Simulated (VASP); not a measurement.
Wanted: the native input for a VASP 6.6.1 run.

```
Task                   : relaxation of cell and atoms
Functional             : PBEsol
Potentials or basis    : VASP PAW PBE potentials, release 64 (Sb)
Cutoff                 : 600 eV
k mesh                 : 6 × 4 × 4
Occupations            : gaussian, width 0.1 eV
Spin                   : no spin polarisation
Further INCAR settings : ALGO = Normal; EDIFF = 1e-07; IBRION = 2; EDIFFG = -0.005; NSW = 90; ISIF = 3
```

The structure of Sb lies in POSCAR:

```
Sb
1.0
    3.1224020000      0.0000000000      0.0000000000
    0.0000000000      4.3475180000      0.0000000000
   -0.0389150000      0.0000000000      4.4058520000
Sb
2
Direct
    0.9886110000      0.7500000000      0.7588340000
    0.0113890000      0.2500000000      0.2411660000
```

This isn't the form of Sb at room conditions, which is rhombohedral.

The input as run:

INCAR

```
  PREC = Accurate
  ENCUT = 600
  EDIFF = 1E-7
  ISMEAR = 0
  SIGMA = 0.1
  LREAL = F
  LASPH = T
  NELM = 100
  ALGO = Normal
  ISIF = 3
  LWAVE = F
  LCHARG = F
  GGA = PS
  IBRION = 2
  NSW = 90
  EDIFFG = -0.005
```

KPOINTS

```
Automatic mesh
0
Gamma
  6 4 4
```

Potentials or basis: VASP PAW PBE potentials, release 64 (Sb).

Command:

```bash
$ cat potpaw_PBE.64/Sb/POTCAR > POTCAR
$ mpirun -np 1 vasp_std > vasp.out
```

Results of the run:

```json
{"Relaxed volume": "29.06 Å³/atom", "Relaxed cell": "a = 3.025 Å, b = 4.361 Å, c = 4.407 Å, α = 90.00°, β = 90.23°, γ = 90.00°", "Space group after relaxing (to 0.05 Å)": "Pmma (No. 51)", "Energy gained by relaxing": "19.5 meV/atom", "Ionic steps": "21", "Pressure after relaxing": "0.0 GPa", "Band gap on the k mesh": "none (metal or under the smearing width)"}
```

Caveat: the k mesh is coarse (spacing up to 0.36 Å⁻¹), so the values aren't converged; the PAW data sets were made with another functional, which shifts forces and pressure a little.

Wall time 110 s on 1 thread of AMD EPYC 9R45 96-Core Processor (Zen 5), on a shared host, peak memory 0.17 GiB.
